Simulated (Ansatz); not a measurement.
## Strain and the gap of ZnO (wurtzite)

ZnO (wurtzite), relaxed with r2SCAN in the plane-wave code Ansatz. The symmetry is P6_3mc (No. 186, hexagonal); conventional cell a = 3.235 Å, c = 5.211 Å, 11.81 Å³ an atom. Around Zn lie 4 O at 1.97–1.98 Å; around O lie 4 Zn at 1.97–1.98 Å.

The axes x, y and z are those of this cell:
```yaml
crystal:
  lattice:
    - [3.23534, 0.00000, 0.00000]
    - [-1.61767, 2.80189, 0.00000]
    - [0.00000, 0.00000, 5.21095]
  atoms:
    - { symbol: Zn, position: [0.33333, 0.66667, 0.99765] }
    - { symbol: Zn, position: [0.66667, 0.33333, 0.49765] }
    - { symbol: O, position: [0.33333, 0.66667, 0.37735] }
    - { symbol: O, position: [0.66667, 0.33333, 0.87735] }
```

Unstrained: The PBE gap is direct at Γ: 0.808 eV. With r2SCAN the gap is 1.238 eV and direct, at Γ. With HSE06 the gap is 2.532 eV and direct, at Γ. Meshes: PBE 12×12×6, r2SCAN 12×12×6, HSE06 6×6×4. Strains are changes of length per length, and xy shears are angles. After each strain the atoms were relaxed again with r2SCAN within the symmetry that the strain leaves, so tilts or polar shifts that break it weren't tested; points keep the names that they have in the unstrained zone. No spin polarisation and no zero-point or thermal motion.

Changes of the least gap in eV (an overlap counts as a negative gap):
```json
{"strain": "uniaxial -2.5 % along z", "volume change (%)": "-2.5", "space group": "P6_3mc", "PBE": "+0.065", "r2SCAN": "+0.065", "HSE06": "+0.086", "energy rise, r2SCAN (meV/atom)": "5.1"}
{"strain": "isotropic +2.5 % on every length", "volume change (%)": "+7.7", "space group": "P6_3mc", "PBE": "-0.108", "r2SCAN": "-0.114", "HSE06": "-0.171", "energy rise, r2SCAN (meV/atom)": "28.6"}
{"strain": "xy shear, engineering strain (angle) -1.5 %", "volume change (%)": "0.0", "space group": "P2_1", "PBE": "-0.017", "r2SCAN": "-0.017", "HSE06": "-0.017", "energy rise, r2SCAN (meV/atom)": "0.3"}
{"strain": "uniaxial +2.5 % along x", "volume change (%)": "+2.5", "space group": "Cmc2_1", "PBE": "-0.050", "r2SCAN": "-0.051", "HSE06": "-0.070", "energy rise, r2SCAN (meV/atom)": "4.8"}
```

Uniaxial -2.5 % along z, other directions held. HSE06: the gap goes from 2.532 to 2.618 eV (+0.086 eV); with r2SCAN the top three valence levels at Γ, grouped 2+1 from the top over 96 meV, become 2+1 over 116 meV. Stress change with r2SCAN, compression positive: xx +3.11, yy +3.11, zz +5.49 GPa.

Isotropic +2.5 % on every length. HSE06: the gap goes from 2.532 to 2.361 eV (-0.171 eV); with r2SCAN the top three valence levels at Γ, grouped 2+1 from the top over 96 meV, become 2+1 over 71 meV. Stress change with r2SCAN, compression positive: xx -9.49, yy -9.49, zz -9.36 GPa. For HSE06, dE_g/d ln V = -2.3 eV over this step.

Xy shear, engineering strain (angle) -1.5 %. HSE06: the gap goes from 2.532 to 2.515 eV (-0.017 eV); with r2SCAN the top three valence levels at Γ, grouped 2+1 from the top over 96 meV, become 1+1+1 over 112 meV. Stress change with r2SCAN, compression positive: xx -0.03, yy 0.00, zz 0.00, xy +0.61 GPa.

Uniaxial +2.5 % along x, other directions held. HSE06: the gap goes from 2.532 to 2.462 eV (-0.070 eV); with r2SCAN the top three valence levels at Γ, grouped 2+1 from the top over 96 meV, become 1+1+1 over 107 meV. Stress change with r2SCAN, compression positive: xx -5.13, yy -3.01, zz -2.62 GPa.

The meshes of the hybrids are coarse, so their gaps aren't converged to the digits shown.

The splittings at Γ are without spin-orbit coupling, which regroups them where it is of like size or larger.
